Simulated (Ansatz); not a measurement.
**Te: changing the functional**

```xyz
3
Lattice="4.4540 0.0000 0.0000 -2.2270 3.8573 0.0000 0.0000 0.0000 5.9240" Properties=species:S:1:pos:R:3 pbc="T T T"
Te    1.6279    2.8197    0.0000
Te   -0.5991    1.0376    3.9493
Te    1.1981    0.0000    1.9747
```

Kept alike: task band structure; k mesh 7 × 7 × 5; occupations fermi-dirac, width 0.05 eV; no spin polarisation. Program: Ansatz, all-electron LAPW, scalar-relativistic. The mesh is that of the run's cell of 3 atoms. No spin-orbit coupling.

| functional | band gap (eV) | pressure (GPa) |
| --- | --- | --- |
| LDA | 0.126 | -1.93 |
| PBE | 0.181 | 1.46 |
| PBEsol | 0.143 | -0.94 |

Pressure is positive in compression. Spin-orbit coupling, left out here, moves the band edges of heavy atoms and can close or invert small gaps. Gaps are the smaller of the mesh's and the band path's.

Question: What does the functional change here?

Answer: The band gap runs from 0.126 (LDA) to 0.181 eV (PBE). From PBE: LDA -0.055; PBEsol -0.038. The pressure runs from -1.93 (LDA) to 1.46 GPa (PBE). From PBE: LDA -3.39; PBEsol -2.40.
